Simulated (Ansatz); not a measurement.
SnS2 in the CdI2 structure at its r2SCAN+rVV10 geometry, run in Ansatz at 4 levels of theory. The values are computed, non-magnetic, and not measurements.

The LDA input:
```yaml
crystal:
  lattice:
    - [3.66075481, 0.0, 0.0]
    - [-1.830377405, 3.1703066624, 0.0]
    - [0.0, 0.0, 5.9617808746]
  atoms:
    - { symbol: Sn, position: [0.0, 0.0, 0.0] }
    - { symbol: S, position: [0.3333333333, 0.6666666667, 0.2455905346] }
    - { symbol: S, position: [0.6666666667, 0.3333333333, 0.7544094654] }
kpoints:
  mp_grid: { grid: [12, 12, 4] }
  band_path:
    path:
      - [0.0, 0.0, 0.0]
      - [0.5, 0.0, 0.0]
      - [0.3333333333, 0.3333333333, 0.0]
      - [0.0, 0.0, 0.5]
      - [0.5, 0.0, 0.5]
      - [0.3333333333, 0.3333333333, 0.5]
      - [-0.078125, 0.15625, 0.0]
      - [0.0, 0.463542, 0.322917]
      - [0.0, -0.5, 0.25]
    npoints: 1
hamiltonian:
  xc: lda
scf:
  occupations: { method: fixed }
  n_extra_bands: 4
output:
  forces: true
  stress: true
  eigenvalues: true
```

Main results, then, where recorded, the levels near the gap in eV from the Fermi energy (columns number the bands from 0), one row a point of the path (Γ, M, K, A, L, H, K–Γ (0.77), (0, 0.464, 0.323), L–M (0.50)):
```
Crystal: 3 atoms, lattice volume = 69.191 Å³
Symmetry: 12 space group operations
Space group: P-3m1 (ITA 164)
```
```
Basis set: ecut = 420 eV, 1327 PW (Γ)
k-points: 69 of 576
SCF converged after 7 iterations
Free energy (F): -7619.783105 eV
Fermi energy:    6.023274 eV
--- Forces (eV/Å), atoms counted from 1 ---
  atom   1  Sn      0.00000      0.00000      0.00000
  atom   2  S       0.00000      0.00000    -0.03756
  atom   3  S       0.00000      0.00000      0.03756
--- Stress (GPa, compression-positive) ---
       -1.837228       0.000000       0.000000
        0.000000      -1.837228       0.000000
        0.000000       0.000000      -1.284875
  P = ⅓ Tr σ = -1.6531 GPa (-16.531 kbar)
```
```tsv
band_8	band_9	band_10	band_11	band_12	band_13	band_14	band_15
-0.656	-0.656	-0.338	-0.338	-0.010	1.684	3.437	5.242
-4.390	-2.657	-2.555	-0.966	-0.284	1.540	4.292	5.854
-3.583	-3.583	-3.227	-1.319	-1.319	1.959	6.832	6.832
-1.860	-0.727	-0.727	-0.221	-0.221	2.841	3.499	5.015
-4.793	-2.419	-1.809	-0.697	-0.591	1.336	4.522	5.417
-4.040	-4.040	-3.563	-0.347	-0.347	2.909	5.265	5.265
-1.971	-1.649	-0.557	-0.426	0.000	2.601	4.339	4.837
-4.614	-2.442	-2.072	-0.710	-0.504	1.240	4.508	6.023
-4.606	-2.491	-2.302	-0.676	-0.436	1.301	4.398	6.093
```

The LDA gap is indirect, 1.24 eV (K–Γ (0.77 of the way from K) to k = (0, 0.464, 0.323)), below the direct gap of 1.69 eV at Γ.

Question: In the first input these blocks are replaced (the band path and keys that only write files left aside):
```yaml
hamiltonian:
  xc: pbe
scf:
  occupations: { method: fixed }
  n_extra_bands: 8
magnetization:
  noncollinear: true
  spin_orbit: true
```
What comes out?

Answer:
```
Basis set: ecut = 420 eV, 1327 PW (Γ)
k-points: 69 of 576
SCF converged after 8 iterations
Free energy (F): -7831.578511 eV
Fermi energy:    6.242748 eV
--- Forces (eV/Å), atoms counted from 1 ---
  atom   1  Sn      0.00000      0.00000      0.00000
  atom   2  S       0.00000      0.00000      0.21820
  atom   3  S       0.00000      0.00000    -0.21820
--- Stress (GPa, compression-positive) ---
        3.024927       0.000000       0.000000
        0.000000       3.024927       0.000000
        0.000000       0.000000       3.157427
  P = ⅓ Tr σ = 3.0691 GPa (30.691 kbar)
```
```tsv
band_16	band_17	band_18	band_19	band_20	band_21	band_22	band_23	band_24	band_25	band_26	band_27	band_28	band_29	band_30	band_31
-0.726	-0.726	-0.568	-0.568	-0.365	-0.365	-0.320	-0.320	-0.004	-0.004	1.938	1.938	3.615	3.615	5.218	5.218
-4.330	-4.330	-2.642	-2.642	-2.478	-2.478	-0.912	-0.912	-0.285	-0.285	1.702	1.702	4.488	4.488	6.039	6.039
-3.590	-3.590	-3.491	-3.491	-3.157	-3.157	-1.277	-1.277	-1.270	-1.270	2.146	2.146	6.826	6.826	7.058	7.058
-1.784	-1.784	-0.780	-0.780	-0.643	-0.643	-0.251	-0.251	-0.206	-0.206	3.019	3.019	3.670	3.670	5.010	5.010
-4.716	-4.716	-2.393	-2.393	-1.776	-1.776	-0.673	-0.673	-0.575	-0.575	1.515	1.515	4.715	4.715	5.619	5.619
-4.023	-4.023	-3.938	-3.938	-3.482	-3.482	-0.354	-0.354	-0.338	-0.338	3.044	3.044	5.349	5.349	5.555	5.555
-1.918	-1.918	-1.613	-1.613	-0.545	-0.545	-0.417	-0.417	0.000	0.000	2.779	2.779	4.458	4.458	5.052	5.052
-4.543	-4.543	-2.419	-2.419	-2.022	-2.022	-0.692	-0.692	-0.494	-0.494	1.434	1.434	4.696	4.696	6.190	6.190
-4.536	-4.536	-2.477	-2.477	-2.234	-2.234	-0.655	-0.655	-0.429	-0.429	1.490	1.490	4.591	4.591	6.234	6.234
```
With PBE+SOC the valence top lies at K–Γ (0.77 of the way from K) and the conduction bottom at k = (0, 0.464, 0.323), 1.43 eV higher; the smallest vertical gap, at L–M (0.50 of the way from L), is 1.92 eV. With the atoms held, the mean pressure is +3.07 GPa (compression positive).

Question: Another run on the same cell gave
```
Basis set: ecut = 500 eV, 1761 PW (Γ)
k-points: 69 of 576
SCF converged after 6 iterations
Free energy (F): -7851.735895 eV
Fermi energy:    5.983760 eV
--- Forces (eV/Å), atoms counted from 1 ---
  atom   1  Sn      0.00000      0.00000      0.00000
  atom   2  S       0.00000      0.00000    -0.03577
  atom   3  S       0.00000      0.00000      0.03577
--- Stress (GPa, compression-positive) ---
        0.894351       0.000000       0.000000
        0.000000       0.894351       0.000000
        0.000000       0.000000       0.880327
  P = ⅓ Tr σ = 0.8897 GPa (8.897 kbar)
```
```tsv
band_8	band_9	band_10	band_11	band_12	band_13	band_14	band_15
-0.662	-0.662	-0.356	-0.356	-0.004	2.398	4.162	5.860
-4.429	-2.655	-2.596	-0.911	-0.296	1.998	5.017	6.487
-3.601	-3.601	-3.256	-1.297	-1.297	2.458	7.562	7.562
-1.822	-0.737	-0.737	-0.240	-0.240	3.448	4.242	5.628
-4.830	-2.457	-1.799	-0.680	-0.598	1.830	5.208	6.102
-4.063	-4.063	-3.582	-0.354	-0.354	3.402	5.993	5.993
-1.942	-1.652	-0.551	-0.423	0.000	3.193	5.041	5.548
-4.650	-2.480	-2.060	-0.703	-0.512	1.750	5.192	6.722
-4.642	-2.530	-2.292	-0.664	-0.445	1.804	5.090	6.749
```
Which level of theory and mesh gave it?

Answer: It is r2SCAN, on 12×12×4; the blocks that differ from the first input, but for the band path:
```yaml
hamiltonian:
  xc: r2scan
```
With r2SCAN the valence top lies at K–Γ (0.77 of the way from K) and the conduction bottom at k = (0, 0.464, 0.323), 1.75 eV higher; the smallest vertical gap, at L–M (0.50 of the way from L), is 2.25 eV. With the atoms held, the mean pressure is +0.89 GPa (compression positive).

PBE0. Against the first input these blocks differ (the band path and keys that only write files left aside):
```yaml
kpoints:
  mp_grid: { grid: [6, 6, 4] }
hamiltonian:
  xc: pbe0
```

```
Basis set: ecut = 420 eV, 1327 PW (Γ)
k-points: 24 of 144
hybrid outer 1: dexx = +1.579e-2 eV, tail = 5.25e-5 eV
hybrid outer 2: dexx = +8.942e-7 eV, tail = 1.03e-8 eV, Δε = 1.85e-3 eV, ΔF = 6.28e-3 eV/Å
hybrid SCF converged: 2 outer / 11 inner (+3 warm-up)
Free energy (F): -7834.302458 eV
Fermi energy:    5.206603 eV
--- Forces (eV/Å), atoms counted from 1 ---
  atom   1  Sn      0.00000      0.00000      0.00000
  atom   2  S       0.00000      0.00000    -0.28407
  atom   3  S       0.00000      0.00000      0.28407
--- Stress (GPa, compression-positive) ---
       -0.276257       0.000000       0.000000
        0.000000      -0.276257       0.000000
        0.000000       0.000000      -0.245395
  P = ⅓ Tr σ = -0.2660 GPa (-2.660 kbar)
```
```tsv
band_8	band_9	band_10	band_11	band_12	band_13	band_14	band_15
-0.619	-0.619	-0.265	-0.265	0.000	3.596	5.349	7.303
-4.705	-2.850	-2.687	-0.935	-0.217	3.289	6.276	7.800
-3.831	-3.831	-3.419	-1.361	-1.361	3.827	9.002	9.002
-1.955	-0.703	-0.703	-0.141	-0.141	4.762	5.422	7.053
-5.142	-2.535	-1.922	-0.697	-0.544	3.116	6.493	7.476
-4.335	-4.335	-3.772	-0.336	-0.336	4.867	7.308	7.308
-1.989	-1.676	-0.508	-0.332	0.022	4.499	6.299	6.868
-4.946	-2.561	-2.202	-0.733	-0.451	3.036	6.480	8.122
-4.938	-2.615	-2.454	-0.687	-0.378	3.090	6.365	8.103
```

The PBE0 gap is indirect, 3.01 eV (K–Γ (0.77 of the way from K) to k = (0, 0.464, 0.323)), below the direct gap of 3.47 eV at L–M (0.50 of the way from L). The mean stress, -0.3 GPa, is small, and the program warns that its thresholds are loose for a hybrid's stress.

The hybrids run on coarser meshes, which limits their stresses and small splittings of levels.

Totals of different functionals, or with and without spin-orbit coupling, can't be compared.

Only the levels marked +SOC include spin-orbit coupling.

The meshes of the hybrids are coarse, so their gaps aren't converged to the digits shown.
